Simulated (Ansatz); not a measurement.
**A series in space group Pm-3m**

All 4 crystals share space group Pm-3m (No. 221) and the same kinds of sites, 2 atoms in the primitive cell. They are database entries and needn't be the stable phases. The set is a selection: crystals with unstable modes on a coarse mesh or in a metal were left out. Cells are relaxed by PAW under the functional.

Quantity: harmonic phonons by finite displacements (no LO-TO term; negative means unstable), on a 2×2×2 q mesh. Level: LDA, all-electron LAPW in Ansatz 0.2.0, scalar-relativistic.

```
crystal  cell (conventional)    k mesh  smearing (eV)  highest mode (cm⁻¹)  lowest at X (cm⁻¹)  lowest at M (cm⁻¹)  lowest at R (cm⁻¹)  highest at Γ (cm⁻¹)
   AlCo          a = 2.794 Å  12×12×12           0.05                  428                 216                 196                 255                  345
   AlNi          a = 2.833 Å  12×12×12           0.08                    ?                   ?                   ?                   ?                    ?
   AlRu          a = 2.954 Å  14×14×14           0.08                  367                 167                 103                 192                  324
   TlCl          a = 3.694 Å     6×6×6           none                  177                20.7                12.5                48.1                 63.4
```

Question: What did the calculation give for AlNi?

Answer: highest mode = 384 cm⁻¹, lowest at X = 176 cm⁻¹, lowest at M = 133 cm⁻¹, lowest at R = 171 cm⁻¹, highest at Γ = 307 cm⁻¹.

Keep in mind: responses of metals move with mesh and smearing (AlCo, AlNi, AlRu); no spin-orbit coupling on heavy atoms (TlCl); a very soft zone-boundary mode, near an instability or sensitive to the mesh (TlCl).
